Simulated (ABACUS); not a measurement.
**KBr under changes of volume**

One of the cells (33.055 Å³/atom); the others are scaled copies at fixed shape and fractional positions:

```
Br K
1.0
     4.04350    0.00000    0.00000
     0.00000    4.04350    0.00000
     0.00000    0.00000    4.04350
Br K
1 1
Direct
  0.50000 0.50000 0.50000
  0.00000 0.00000 0.00000
```

Measurements of this composition are mostly on another form, of space group No. 225.

```yaml
Program: ABACUS 3.10.1
Functional: PBE
Potentials_or_basis: PseudoDojo NC SR 0.4.1 PBE standard
Cutoff: 1007 eV
Density_cutoff: 4027 eV
Basis: plane waves
k_mesh: 7 × 7 × 7
Occupations: fermi-dirac, width 0.05 eV
Spin: no spin polarisation
```

| volume (Å³/atom) | energy over the lowest point (meV/atom) | pressure (GPa) | gap on the mesh (eV) |
| --- | --- | --- | --- |
| 31.072 | 5.67 | 1.0 | 4.09 |
| 31.733 | 2.23 | 0.6 | 4.02 |
| 32.394 | ? | ? | ? |
| 33.055 | 0.00 | -0.1 | 3.89 |
| 33.716 | 0.87 | -0.4 | 3.83 |
| 34.378 | 2.87 | -0.6 | 3.77 |
| 35.039 | 5.87 | -0.8 | 3.72 |

What does the run at 32.394 Å³/atom give?

Energy over the lowest point 0.40 meV/atom; pressure 0.3 GPa; gap on the mesh 3.95 eV.

Worked out: A Birch-Murnaghan fit of order 3 (a polynomial in V^(-2/3)) to the other rows has its minimum at 32.92 Å³/atom with B0 = V·E''(V) = 15.7 GPa and B' = 4.9. It gives 0.40 meV/atom at 32.394 Å³/atom, against the run's 0.40, and -dE/dV = 0.3 GPa, against 0.3. A straight line through the other rows of the gap, of slope -3.1 eV per unit of ln V, gives 3.96 eV, against the run's 3.95.

Energies are extrapolated to zero smearing.

Caveats: an odd mesh through Γ misses points on the zone boundary, where band edges often lie. Spin-orbit coupling on Br is left out.
